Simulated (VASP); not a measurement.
# SnS2 in VASP: further runs

One slab, SnS2, is run at these levels: PBE; tasks: single point.

Program: VASP 6.6.1. These are calculated values, not measurements. Logs are shortened: lines on timing, memory, paths and dates and some standing lists are left out, and cuts for length are marked.

## (1) Starting point

The cell holds a slab with vacuum, 9 atoms: a = 3.676 Å, b = 3.676 Å, c = 30.261 Å, α = 90.00°, β = 90.00°, γ = 120.00°.

## (2) Single point, PBE

Contents of INCAR:

```
PREC = Accurate
ENCUT = 900
EDIFF = 1E-6
ISMEAR = -1
SIGMA = 0.05
LREAL = False
LASPH = True
NELM = 60
ALGO = Fast
ISIF = 2
LWAVE = False
LCHARG = False
LDIPOL = True
IDIPOL = 3
DIPOL = 0.5 0.5 0.500
GGA = PE
```

Contents of KPOINTS:

```
Automatic mesh
0
Gamma
  6 6 1
```

Contents of POSCAR:

```
SnS2
1.0
    3.6758468805      0.0000000000      0.0000000000
   -1.8379234403      3.1833767789      0.0000000000
    0.0000000000      0.0000000000     30.2610129015
S Sn
6 3
Direct
    0.0000000000      0.0000000000      0.2478436536
    0.3333333300      0.6666666600      0.3444056653
    0.0000000000      0.0000000000      0.4517189942
    0.6666666700      0.3333333400      0.5482810058
    0.0000000000      0.0000000000      0.6555943347
    0.3333333300      0.6666666600      0.7521563464
    0.6666666700      0.3333333400      0.2961304108
    0.3333333300      0.6666666600      0.5000057513
    0.6666666700      0.3333333400      0.7038810919
```

Potentials or basis: VASP PAW PBE potentials, release 64 (S_h, Sn_d).

Run with:

```console
cat potpaw_PBE.64/S_h/POTCAR potpaw_PBE.64/Sn_d/POTCAR > POTCAR
mpirun -np 1 vasp_std > vasp.out
```

OUTCAR:

```text
PREC = Accurate
   ENCUT = 900
   EDIFF = 1E-6
   ISMEAR = -1
   LREAL = False
   LASPH = True
   NELM = 60
   ISIF = 2
   GGA = PE

 ion  position               nearest neighbor table
   1  0.000  0.000  0.248-   7 2.58   7 2.58   7 2.58
   2  0.333  0.667  0.344-   7 2.58   7 2.58   7 2.58
   3  0.000  0.000  0.452-   8 2.58   8 2.58   8 2.58
   4  0.667  0.333  0.548-   8 2.58   8 2.58   8 2.58
   5  0.000  0.000  0.656-   9 2.58   9 2.58   9 2.58
   6  0.333  0.667  0.752-   9 2.58   9 2.58   9 2.58
   7  0.667  0.333  0.296-   2 2.58   2 2.58   2 2.58   1 2.58   1 2.58   1 2.58
   8  0.333  0.667  0.500-   4 2.58   4 2.58   4 2.58   3 2.58   3 2.58   3 2.58
   9  0.667  0.333  0.704-   6 2.58   6 2.58   6 2.58   5 2.58   5 2.58   5 2.58

  LATTYP: Found a hexagonal cell.
 ALAT       =     3.6758468805
 C/A-ratio  =     8.2323921222

  Lattice vectors:

 A1 = (   3.6758468805,   0.0000000000,   0.0000000000)
 A2 = (  -1.8379234403,   3.1833767789,   0.0000000000)
 A3 = (   0.0000000000,   0.0000000000,  30.2610129015)

Analysis of symmetry for initial positions (statically):
=====================================================================
 Subroutine PRICEL returns:
 Original cell was already a primitive cell.

 Routine SETGRP: Setting up the symmetry group for a
 hexagonal supercell.

 Subroutine GETGRP returns: Found  6 space group operations
 (whereof  6 operations were pure point group operations)
 out of a pool of 24 trial point group operations.

The static configuration has the point symmetry C_3v.

Analysis of symmetry for dynamics (positions and initial velocities):
=====================================================================
 Subroutine PRICEL returns:
 Original cell was already a primitive cell.

 Routine SETGRP: Setting up the symmetry group for a
 hexagonal supercell.

 Subroutine GETGRP returns: Found  6 space group operations
 (whereof  6 operations were pure point group operations)
 out of a pool of 24 trial point group operations.

The dynamic configuration has the point symmetry C_3v.

 Subroutine INISYM returns: Found  6 space group operations
 (whereof  6 operations are pure point group operations),
 and found     1 'primitive' translations

----------------------------------------------------------------------------------------

                                     Primitive cell

  volume of cell :     354.1024

[... 98 lines left out ...]
   EFERMI =   0.00;   METHOD = LEGACY
   ISMEAR =    -1;   SIGMA  =   0.05  broadening in eV -4-tet -1-fermi 0-gaus
   EFERMI_NEDOS =   21; number of points for ismear=-14 and -15
   IALGO  =     68    algorithm
   IMIX   =      4    mixing-type and parameters
     AMIX     =   0.40;   BMIX     =  1.00
     AMIX_MAG =   1.60;   BMIX_MAG =  1.00
  volume/ion in A,a.u.               =      39.34       265.51
  Fermi-wavevector in a.u.,A,eV,Ry     =   0.988697  1.868367 13.300002  0.977523
  Thomas-Fermi vector in A             =   2.120243
   LORBIT       =      0    0 simple, 1 ext, 2 COOP (PROOUT), +10 PAW based schemes
   GGA     = PE    functional components
   LHFCALC =     F    Hartree Fock is set to
   AEXX    =    0.0000 exact exchange contribution
   IVDW    =     0    specifies the selected vdW correction
   LEPSILON=     F    determine dielectric tensor
   LRPA    =     F    only Hartree local field effects (RPA)
 non-spin polarized calculation
 RMM-DIIS sequential band-by-band and
  energy-cutoff  :      900.00
  volume of cell :      354.10
 maximum number of plane-waves:     21801
 NGX is ok and might be reduce to    36
   NGX = 17   NGY = 17   NGZ =149

 number of electron      77.9999995 magnetization

 dipolmoment           0.000000      0.000000     -0.000601 electrons x Angstroem

 Free energy of the ion-electron system (eV)
  ---------------------------------------------------
  ext. energy  EPLUGINS =         0.00000000
  ---------------------------------------------------
  free energy    TOTEN  =       -39.55175328 eV

  energy without entropy =      -39.55175310  energy(sigma->0) =      -39.55175319

 E-fermi :   0.7134     XC(G=0):  -5.9909

 val. band max:       -0.0769143451   @ k =   0.1667   0.0000   0.0000
 cond. band min:       1.4313700431   @ k =   0.5000   0.0000   0.0000
 fundamental gap:      1.5082843882
 Fermi energy:         0.7134171969

 k-point     1 :       0.0000    0.0000    0.0000
  band No.  band energies     occupation
      1     -20.8522      2.00000
      2     -20.8522      2.00000
      3     -20.8473      2.00000
      4     -20.8473      2.00000
      5     -20.8424      2.00000
      6     -20.8424      2.00000
[... 332 lines left out ...]
     45       6.1475      0.00000
     46       6.2024      0.00000

------------------------ aborting loop because EDIFF is reached ----------------------------------------

 vacuum level on the upper side and lower side of the slab       (xc-potential included)        -0.224        -0.215

  FORCE on cell =-STRESS in cart. coord.  units (eV):
  Direction    XX          YY          ZZ          XY          YZ          ZX
  --------------------------------------------------------------------------------------
  -------------------------------------------------------------------------------------
  Total        2.7428152      2.7428152      2.9280743     -0.0000000      0.0000000     -0.0000000
  in kB       12.4101838     12.4101838     13.2484098     -0.0000000      0.0000000     -0.0000000
  external PRESSURE =      12.6895925 kB  Pullay stress =       0.0000000 kB

 VOLUME and BASIS-vectors are now :
 -----------------------------------------------------------------------------
  energy-cutoff  :      900.00
  volume of cell :      354.10
      direct lattice vectors                 reciprocal lattice vectors
     3.675846880  0.000000000  0.000000000     0.272046152  0.157065919  0.000000000
    -1.837923440  3.183376779  0.000000000     0.000000000  0.314131838  0.000000000
     0.000000000  0.000000000 30.261012901     0.000000000  0.000000000  0.033045820

 POSITION                                       TOTAL-FORCE (eV/Angst)
 -----------------------------------------------------------------------------------
      0.00000      0.00000      7.50000         0.000000     -0.000000     -0.279452
     -0.00000      2.12225     10.42206         0.000000     -0.000000      0.233391
      0.00000      0.00000     13.66947         0.000000     -0.000000     -0.229699
      1.83792      1.06113     16.59154        -0.000000      0.000000      0.229550
      0.00000      0.00000     19.83895         0.000000     -0.000000     -0.226202
     -0.00000      2.12225     22.76101         0.000000     -0.000000      0.275458
      1.83792      1.06113      8.96121        -0.000000      0.000000     -0.020386
     -0.00000      2.12225     15.13068         0.000000     -0.000000      0.000125
      1.83792      1.06113     21.30015        -0.000000     -0.000000      0.017215
 -----------------------------------------------------------------------------------
    total drift:                               -0.000000     -0.000001     -0.000324

  FREE ENERGIE OF THE ION-ELECTRON SYSTEM (eV)
  ---------------------------------------------------
  free  energy   TOTEN  =       -39.5517532760 eV

  energy  without entropy=      -39.5517530988  energy(sigma->0) =      -39.55175319

 vacuum level on the upper side and lower side of the slab         6.516         6.525
```

stdout:

```text
POSCAR found type information on POSCAR S Sn
 POSCAR found :  2 types and       9 ions
 scaLAPACK will be used
 LDA part: xc-table for (Slater+PW92), standard interpolation
 POSCAR, INCAR and KPOINTS ok, starting setup
 FFT: planning ... GRIDC
 FFT: planning ... GRID_SOFT
 FFT: planning ... GRID
 WAVECAR not read
 entering main loop
WARNING in EDDRMM: call to ZHEGV failed, returncode =   6  3     39
```

Wall time 11 min (1 thread of AMD EPYC 7R43 (Zen 3), shared host); peak memory 0.82 GiB.

Results:

* Free energy: -39.5518 eV
* Largest force: 0.279 eV/Å
* Band gap on the k mesh: 1.51 eV, indirect (least direct gap 1.72 eV)

Forces on the atoms (eV/Å):
```
S    0.000  0.000 -0.279
S    0.000  0.000  0.233
S    0.000  0.000 -0.230
S    0.000  0.000  0.230
S    0.000  0.000 -0.226
S    0.000  0.000  0.275
Sn   0.000  0.000 -0.020
Sn   0.000  0.000  0.000
Sn   0.000  0.000  0.017
```

Caveat: spin-orbit coupling is left out, which moves the levels of the heavy elements.

## (3) Single point, PBE

INCAR is that of step 2.

KPOINTS is that of step 2.

POSCAR is that of step 2.

Potentials or basis: VASP PAW PBE potentials, release 54 (S, Sn_d).

Run with:

```console
cat potpaw_PBE.54/S/POTCAR potpaw_PBE.54/Sn_d/POTCAR > POTCAR
mpirun -np 1 vasp_std > vasp.out
```

Wall time 8.4 min (1 thread of AMD EPYC 7R43 (Zen 3), shared host); peak memory 0.82 GiB.

It converged, with:

```
Free energy            : -39.5774 eV
Largest force          : 0.270 eV/Å
Band gap on the k mesh : 1.51 eV, indirect (least direct gap 1.72 eV)
```

Forces on the atoms (eV/Å):
```
S    0.000  0.000 -0.270
S    0.000  0.000  0.224
S    0.000  0.000 -0.221
S    0.000  0.000  0.221
S    0.000  0.000 -0.217
S    0.000  0.000  0.266
Sn   0.000  0.000 -0.020
Sn   0.000  0.000  0.000
Sn   0.000  0.000  0.017
```

Levels at points of the mesh, in eV from the valence-band top:
| k point | band 35 | band 36 | band 37 | band 38 | band 39 | band 40 | band 41 | band 42 | band 43 | band 44 |
| --- | --- | --- | --- | --- | --- | --- | --- | --- | --- | --- |
| (0.00, 0.00, 0.00) | -0.18 | -0.15 | -0.15 | -0.12 | -0.12 | 2.18 | 2.52 | 2.86 | 3.77 | 3.80 |
| (0.50, 0.00, 0.00) | -0.51 | -0.35 | -0.35 | -0.27 | -0.21 | 1.51 | 1.63 | 1.71 | 4.69 | 4.78 |

Caveat: spin-orbit coupling is left out, which moves the levels of the heavy elements.

(Part 1 of 2 ends here.)
